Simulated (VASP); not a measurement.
# Sn (I4_1/amd) in VASP: further runs, part 2 of 2

VASP 6.6.1. The steps go on from the part before.

**6. Relaxation of cell and atoms, PBEsol**

This run uses another cell than the first one, of 26.85 Å³/atom, 0.949 times its volume.

File INCAR:

```
SYSTEM = Sn
ALGO     = Normal         ! electronic algorithm
EDIFF    = 1E-7           ! SCF threshold, eV
EDIFFG   = -0.005         ! ionic threshold
ENCUT    = 600            ! plane-wave cutoff, eV
GGA      = PS             ! functional
IBRION   = 2              ! ionic algorithm
ISIF     = 3              ! what is computed and relaxed
ISMEAR   = 0              ! smearing method
LASPH    = .True.         ! aspherical terms in the spheres
LCHARG   = .False.        ! write CHGCAR
LREAL    = .False.        ! projectors in reciprocal space
LWAVE    = .False.        ! write WAVECAR
NELM     = 80             ! most SCF steps
NSW      = 90             ! ionic steps
PREC     = Accurate       ! precision mode
SIGMA    = 0.03           ! smearing width, eV
```

File KPOINTS:

```
k-points
0
Gamma
  12 12 12
  0 0 0
```

File POSCAR:

```
Sn                                      
1.0
   -2.9136480455      2.9136480455      1.5811265831
    2.9136480455     -2.9136480455      1.5811265831
    2.9136480455      2.9136480455     -1.5811265831
  Sn            
     2
Direct
     0.0000000000000000    0.0000000000000000    0.0000000000000000
     0.7500000000000000    0.2500000000000000    0.5000000000000000
```

Potentials or basis: VASP PAW PBE potentials, release 64 (Sn_d).

On the command line:

```sh
> cat potpaw_PBE.64/Sn_d/POTCAR > POTCAR
> mpirun -np 1 vasp_std > vasp.out
```

OUTCAR:

```text
SYSTEM = Sn
   EDIFF = 1E-7
   EDIFFG = -0.005
   ENCUT = 600
   GGA = PS
   IBRION = 2
   ISIF = 3
   ISMEAR = 0
   LASPH = .True.
   LREAL = .False.
   NELM = 80
   NSW = 90
   PREC = Accurate

 ion  position               nearest neighbor table
   1  0.000  0.000  0.000-   2 3.02   2 3.02   2 3.02   2 3.02   2 3.76   2 3.76   2 3.76   2 3.76

   2  0.750  0.250  0.500-   1 3.02   1 3.02   1 3.02   1 3.02   1 3.76   1 3.76   1 3.76   1 3.76

  LATTYP: Found a body centered tetragonal cell.
 ALAT       =     5.8272960910
 C/A-ratio  =     0.5426621742

  Lattice vectors:

[... 679 lines left out ...]
      6     -13.3419      2.00000
[... 10 lines left out ...]
     17      10.9518      0.00000
     18      13.3397      0.00000

 [... further k-points ...]
[... 5 lines left out ...]
  --------------------------------------------------------------------------------------
  -------------------------------------------------------------------------------------
  Total        0.0038612      0.0038612     -0.0036464      0.0000000      0.0000000      0.0000000
  in kB        0.1152224      0.1152224     -0.1088118      0.0000000      0.0000000      0.0000000
  external PRESSURE =       0.0405443 kB  Pullay stress =       0.0000000 kB

 VOLUME and BASIS-vectors are now :
 -----------------------------------------------------------------------------
  energy-cutoff  :      600.00
  volume of cell :       53.69
      direct lattice vectors                 reciprocal lattice vectors
    -2.913648046  2.913648046  1.581126583     0.000000000  0.171606176  0.316230215
     2.913648046 -2.913648046  1.581126583     0.171606176  0.000000000  0.316230215
     2.913648046  2.913648046 -1.581126583     0.171606176  0.171606176  0.000000000

 POSITION                                       TOTAL-FORCE (eV/Angst)
 -----------------------------------------------------------------------------------
      0.00000      0.00000      0.00000         0.000000      0.000000      0.000000
      0.00000      2.91365      0.79056        -0.000000     -0.000000     -0.000000
 -----------------------------------------------------------------------------------
    total drift:                               -0.000000      0.000000     -0.000000

  FREE ENERGIE OF THE ION-ELECTRON SYSTEM (eV)
  ---------------------------------------------------
  free  energy   TOTEN  =        -8.5224371940 eV

  energy  without entropy=       -8.5219618625  energy(sigma->0) =       -8.52219953

 reached required accuracy - stopping structural energy minimisation
```

OSZICAR:

```text
N       E                     dE             d eps       ncg     rms          rms(c)
DAV:   1     0.209118448793E+03    0.20912E+03   -0.16179E+04  5870   0.265E+03
DAV:   2     0.101586726898E+02   -0.19896E+03   -0.19671E+03  5870   0.472E+02
DAV:   3    -0.799237404600E+01   -0.18151E+02   -0.17947E+02  6690   0.144E+02
DAV:   4    -0.854647942232E+01   -0.55411E+00   -0.55110E+00  6802   0.271E+01
DAV:   5    -0.856733216205E+01   -0.20853E-01   -0.20851E-01  7922   0.482E+00    0.247E+00
DAV:   6    -0.853333132200E+01    0.34001E-01   -0.55400E-02  7682   0.378E+00    0.133E+00
DAV:   7    -0.852300786785E+01    0.10323E-01   -0.28715E-02  7674   0.265E+00    0.192E-01
DAV:   8    -0.852243253164E+01    0.57534E-03   -0.22393E-03  7076   0.745E-01    0.289E-02
DAV:   9    -0.852243803356E+01   -0.55019E-05   -0.59347E-05  7518   0.823E-02    0.123E-02
DAV:  10    -0.852243723500E+01    0.79856E-06   -0.49963E-06  7422   0.301E-02    0.154E-03
DAV:  11    -0.852243734141E+01   -0.10641E-06   -0.35393E-07  5778   0.859E-03    0.939E-04
DAV:  12    -0.852243718853E+01    0.15288E-06   -0.29702E-08  3158   0.239E-03    0.138E-04
DAV:  13    -0.852243719398E+01   -0.54547E-08   -0.76286E-09  3140   0.126E-03
   1 F= -.85224372E+01 E0= -.85221995E+01  d E =-.852244E+01
```

Wall time 3 min (1 thread of Intel Xeon Platinum 8488C (Sapphire Rapids), shared host); peak memory 0.32 GiB.

Results:

* Free energy: -8.5224 eV
* Pressure after relaxing: 0.0 GPa
* Band gap on the k mesh: none (metal or under the smearing width)

Final structure:
```
Sn
1.0
    -2.91365    2.91365    1.58113
     2.91365   -2.91365    1.58113
     2.91365    2.91365   -1.58113
Sn
2
Cartesian
  0.0000 0.0000 0.0000
  0.0000 2.9136 0.7906
```

Caveat: the relaxation stopped at its first step, so nothing moved; the PAW data sets were made with another functional, which shifts forces and pressure a little.

**7. Overview**

```tsv
level	potentials or basis	cell	k mesh	cutoff (eV)	target pressure	mesh quality	gap on the mesh (eV)	pressure (GPa)
PBE	VASP PAW PBE potentials, release 64 (Sn)	relaxed	6 × 6 × 6	300	-	coarse	none	0.0
PBEsol	VASP PAW PBE potentials, release 64 (Sn_d)	relaxed to 10.9 GPa	12 × 12 × 12	600	10.9 GPa	not flagged	none	10.9
PBEsol	VASP PAW PBE potentials, release 64 (Sn_d)	relaxed	12 × 12 × 12	600	-	not flagged	none	0.0
```

Alike in all rows: task relaxation of cell and atoms; no spin polarisation; smearing gaussian 0.03 eV.

Caveats: some runs use coarse meshes; the relaxation stopped at its first step, so nothing moved (some runs); the PAW data sets were made with another functional, which shifts forces and pressure a little (some runs); the cell is relaxed towards a set pressure, so the enthalpy falls and the energy may rise (some runs).

Absolute energies hang on the potentials; compare differences alone.
